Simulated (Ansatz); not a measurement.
A relaxation computed with Ansatz, from input to last step.

```yaml
crystal:
  lattice:
    - [-3.5062675395, 3.5062675395, 3.5062675395]
    - [3.5062675395, -3.5062675395, 3.5062675395]
    - [3.5062675395, 3.5062675395, -3.5062675395]
  atoms:
    - { symbol: Si, position: [0.9996769849, 0.4939959541, 0.4967627105] }
    - { symbol: Si, position: [0.5006711746, 0.9958705766, 0.497132412] }
    - { symbol: Ni, position: [0.4973772436, 0.4990844206, 0.998404924] }
    - { symbol: Si, position: [0.9993037938, 0.9963074666, 0.9920491323] }
    - { symbol: Ni, position: [0.5062285562, 0.7560570469, 0.7589883974] }
    - { symbol: Ni, position: [0.9976776537, 0.2553667951, 0.7532811061] }
    - { symbol: Ni, position: [0.0096082234, 0.7535037723, 0.2603589933] }
    - { symbol: Ni, position: [0.4960326468, 0.2536258895, 0.2559617737] }
    - { symbol: Ni, position: [0.7490289322, 0.500612482, 0.7528176798] }
    - { symbol: Ni, position: [0.2510592597, 0.9961595454, 0.7453552603] }
    - { symbol: Ni, position: [0.2526519039, 0.5006062876, 0.2459310126] }
    - { symbol: Ni, position: [0.7501139247, 0.9979523574, 0.2505676784] }
    - { symbol: Si, position: [0.7542929117, 0.7494586257, 0.5019542462] }
    - { symbol: Ni, position: [0.2521063556, 0.2526824905, 0.4959531507] }
    - { symbol: Ni, position: [0.24719775, 0.7412978618, 0.9985325716] }
    - { symbol: Ni, position: [0.7541478081, 0.2551619879, 0.0012005786] }
  symmetry: { detect: false }
basis:
  ecutwfc: 420
kpoints:
  mp_grid: { grid: [3, 3, 3], shift: [0.0, 0.0, 0.0] }
hamiltonian:
  xc: pbe
scf:
  occupations: { method: gaussian, width: 0.1 }
  lower_state_search: "off"
output:
  forces: true
  stress: true
  eigenvalues: true
relax:
  adjacent_minimum: "off"
  f_tol: 0.04
  max_steps: 50
  cell: { stress_tol: 0.3 }
```

```bash
ansatz run input.yaml --threads 4 --pin off --max-ram 9216MiB --backend cpu --events-out ev --progress --plain --runs-dir out
```

All numbers below come from DFT PBE, scalar-relativistic, plane waves, PAW in Ansatz.

Of 7 frames 6 are shown, positions in Å and forces in eV/Å; the SCF threshold varies from step to step. Steps run on the plane waves of an earlier cell, with a Pulay correction in the pressure. The basis is chosen afresh for the last frame, the zero of the energies, and at times for earlier ones too; energy and pressure step there, also at an unchanged geometry. The mark taken_back stands on steps that the optimiser undid. Spin polarisation was left out; whether the Ni atoms would carry moments isn't shown by this run.

```xyz
16
Lattice="-3.5063 3.5063 3.5063 3.5063 -3.5063 3.5063 3.5063 3.5063 -3.5063" Properties=species:S:1:pos:R:3:forces:R:3 pbc="T T T" step=1 free_energy_over_end_meV_per_atom=56.91 pressure_GPa=2.01
Si   -0.0313    3.5148    3.4954   -0.7226    0.7669    0.0465
Si    3.4794    0.0068    3.5042    0.8853   -0.7859    0.0614
Ni    3.5067    3.4947   -0.0068    0.0420    0.4570    0.0736
Si    3.4679    3.4889    3.5188    1.1286    1.1338   -0.0604
Ni    3.5372    1.7853    1.7647   -0.5911   -0.3696    0.6911
Ni    0.0385    5.2439    1.7523   -0.9157   -0.0238   -0.6753
Ni    3.5212   -1.6954    1.7628   -0.0451   -0.3120   -0.3055
Ni    0.0475    1.7474    1.7310   -0.6633    0.3450    0.4645
Ni    1.7686    3.5106    1.7420   -0.0226   -0.2426    0.7789
Ni    5.2259    0.0009    1.7597    0.4031   -0.0220   -0.6910
Ni    1.7317   -0.0071    1.7788    0.5707    0.4332    0.0493
Ni    1.7475    0.0096    5.2506    0.3810    0.1359   -0.1743
Si    1.7430    1.7769    3.5126   -1.0043   -1.1254   -0.0027
Ni    1.7410    1.7369    0.0310    0.1390   -0.1475   -0.4121
Ni    5.2336    1.7687   -0.0352    0.4854   -0.4858    0.5619
Ni   -1.7454    1.7538    3.5347   -0.0703    0.2426   -0.4058
16
Lattice="-3.5337 3.5327 3.4786 3.5335 -3.5327 3.4785 3.5199 3.5189 -3.4787" Properties=species:S:1:pos:R:3:forces:R:3 pbc="T T T" step=2 free_energy_over_end_meV_per_atom=29.05 pressure_GPa=0.71
Si   -0.0687    3.5678    3.4709   -0.3817    0.5369    0.0487
Si    3.5401   -0.0374    3.4765    0.6419   -0.4495    0.0522
Ni    3.5121    3.5062   -0.0026    0.0212    0.2848    0.0435
Si    3.5227    3.5400    3.4879    0.6962    0.6865   -0.0492
Ni    3.5358    1.7798    1.7841   -0.4039   -0.2575    0.5015
Ni    0.0091    5.2780    1.7075   -0.5926    0.0019   -0.5100
Ni    3.5415   -1.7204    1.7300   -0.0296   -0.2156   -0.1756
Ni    0.0284    1.7683    1.7392   -0.3978    0.2219    0.2857
Ni    1.7676    3.5203    1.7653   -0.0518   -0.1698    0.5620
Ni    5.2678   -0.0131    1.7086    0.2429   -0.0536   -0.5025
Ni    1.7561   -0.0022    1.7749    0.3630    0.2773    0.0174
Ni    1.7676    0.0055    5.1948    0.2244    0.1032   -0.0978
Si    1.7229    1.7508    3.4847   -0.6066   -0.7129   -0.0079
Ni    1.7538    1.7500    0.0205    0.0355   -0.0854   -0.2570
Ni    5.2665    1.7595   -0.0202    0.2769   -0.2876    0.3234
Ni   -1.7624    1.7711    3.4959   -0.0380    0.1195   -0.2344
16
Lattice="-3.5735 3.5739 3.3959 3.5731 -3.5752 3.3969 3.5462 3.5479 -3.3973" Properties=species:S:1:pos:R:3:forces:R:3 pbc="T T T" step=3 free_energy_over_end_meV_per_atom=2.63 pressure_GPa=2.06
Si   -0.1008    3.7092    3.3993   -0.0180    0.0322   -0.0086
Si    3.7112   -0.0926    3.3983   -0.0122   -0.0125   -0.0040
Ni    3.5090    3.5233    0.0051    0.0330    0.0178   -0.0330
Si    3.6353    3.6449    3.3943    0.1319    0.1254    0.0207
Ni    3.5140    1.7678    1.8509    0.0203   -0.0478    0.0411
Ni   -0.0565    5.3416    1.5507    0.0042   -0.0330   -0.0538
Ni    3.5641   -1.7663    1.6794   -0.0203    0.0098    0.0739
Ni   -0.0099    1.8077    1.7210   -0.0037   -0.0104   -0.0714
Ni    1.7594    3.5262    1.8547   -0.0410    0.0091    0.0616
Ni    5.3360   -0.0469    1.5406   -0.0508   -0.0197   -0.0289
Ni    1.7946    0.0010    1.7178   -0.0074   -0.0375   -0.0658
Ni    1.7969   -0.0009    5.0791   -0.0074   -0.0237    0.0666
Si    1.6585    1.6583    3.3983   -0.1019   -0.0577    0.0037
Ni    1.7901    1.7990    0.0000   -0.0518   -0.0400    0.0117
Ni    5.2989    1.7995    0.0023    0.0386    0.0482   -0.0192
Ni   -1.7661    1.7599    3.3976    0.0865    0.0398    0.0054
16
Lattice="-3.6698 3.6694 3.3496 3.6695 -3.6694 3.3494 3.6309 3.6306 -3.3496" Properties=species:S:1:pos:R:3:forces:R:3 pbc="T T T" step=4 free_energy_over_end_meV_per_atom=4.49 pressure_GPa=-4.64 taken_back
Si   -0.1038    3.8642    3.3501   -0.0076    0.0110    0.0062
Si    3.8496   -0.0942    3.3510    0.0258   -0.0081    0.0018
Ni    3.5937    3.5986   -0.0036    0.0120    0.0349    0.0340
Si    3.7468    3.7548    3.3537   -0.0048    0.0017   -0.0062
Ni    3.5922    1.8050    1.8835   -0.0642   -0.0298    0.0408
Ni   -0.0787    5.4729    1.4703   -0.0591   -0.0290   -0.0463
Ni    3.6509   -1.8141    1.6950    0.0069   -0.0290   -0.0046
Ni   -0.0190    1.8576    1.6601    0.0027   -0.0188   -0.0048
Ni    1.7958    3.6000    1.8841   -0.0279   -0.0625    0.0354
Ni    5.4629   -0.0712    1.4691   -0.0221   -0.0489   -0.0398
Ni    1.8499   -0.0102    1.6599   -0.0148    0.0105   -0.0163
Ni    1.8463   -0.0095    5.0434   -0.0154    0.0075    0.0144
Si    1.6446    1.6552    3.3515    0.0359    0.0304   -0.0022
Ni    1.8427    1.8549    0.0037    0.0903    0.0696   -0.0088
Ni    5.3901    1.8679    0.0021    0.0271    0.0224    0.0028
Ni   -1.7706    1.7642    3.3526    0.0152    0.0380   -0.0061
16
Lattice="-3.6217 3.6214 3.3518 3.6214 -3.6219 3.3519 3.5823 3.5825 -3.3522" Properties=species:S:1:pos:R:3:forces:R:3 pbc="T T T" step=5 free_energy_over_end_meV_per_atom=0.10 pressure_GPa=0.31
Si   -0.1097    3.7887    3.3537    0.0106    0.0068    0.0003
Si    3.7815   -0.1004    3.3536    0.0033    0.0090    0.0005
Ni    3.5461    3.5558    0.0016    0.0063    0.0040    0.0003
Si    3.6942    3.7026    3.3535   -0.0238   -0.0231    0.0002
Ni    3.5456    1.7745    1.8750    0.0016    0.0102   -0.0031
Ni   -0.0758    5.3959    1.4802    0.0020    0.0115    0.0035
Ni    3.6049   -1.7980    1.6896   -0.0010    0.0227    0.0042
Ni   -0.0163    1.8238    1.6662   -0.0030    0.0218   -0.0032
Ni    1.7661    3.5545    1.8766    0.0108    0.0016   -0.0064
Ni    5.3879   -0.0672    1.4789    0.0093    0.0007    0.0055
Ni    1.8143   -0.0076    1.6662    0.0225   -0.0023   -0.0030
Ni    1.8141   -0.0077    5.0416    0.0223   -0.0027    0.0026
Si    1.6402    1.6482    3.3539   -0.0297   -0.0273   -0.0004
Ni    1.8275    1.8364    0.0018   -0.0038   -0.0028    0.0008
Ni    5.3361    1.8435    0.0020   -0.0244   -0.0058   -0.0022
Ni   -1.7488    1.7626    3.3537   -0.0030   -0.0244    0.0005
16
Lattice="-3.6275 3.6276 3.3524 3.6275 -3.6276 3.3523 3.5818 3.5819 -3.3524" Properties=species:S:1:pos:R:3:forces:R:3 pbc="T T T" step=7 free_energy_over_end_meV_per_atom=0.00 pressure_GPa=0.02
Si   -0.1101    3.7964    3.3544   -0.0010   -0.0014    0.0000
Si    3.7879   -0.1010    3.3544   -0.0020   -0.0014   -0.0002
Ni    3.5474    3.5566    0.0021   -0.0014   -0.0016   -0.0004
Si    3.6919    3.7006    3.3543   -0.0006   -0.0006    0.0003
Ni    3.5462    1.7750    1.8781   -0.0005    0.0012    0.0003
Ni   -0.0813    5.4026    1.4783   -0.0004    0.0013   -0.0002
Ni    3.6083   -1.8000    1.6934    0.0016   -0.0035    0.0025
Ni   -0.0192    1.8276    1.6630    0.0014   -0.0033   -0.0022
Ni    1.7662    3.5551    1.8783    0.0010   -0.0007   -0.0001
Ni    5.3937   -0.0725    1.4781    0.0011   -0.0002    0.0002
Ni    1.8186   -0.0103    1.6633   -0.0031    0.0013   -0.0032
Ni    1.8187   -0.0103    5.0454   -0.0031    0.0014    0.0035
Si    1.6348    1.6437    3.3544   -0.0004   -0.0001   -0.0003
Ni    1.8272    1.8360    0.0020    0.0041    0.0041    0.0001
Ni    5.3315    1.8407    0.0020    0.0022    0.0007   -0.0003
Ni   -1.7500    1.7588    3.3544    0.0013    0.0028   -0.0001
```

The run took 110 s on 4 threads of Arm Neoverse V1 (shared host), peak memory 0.94 GiB.

The k mesh is coarse.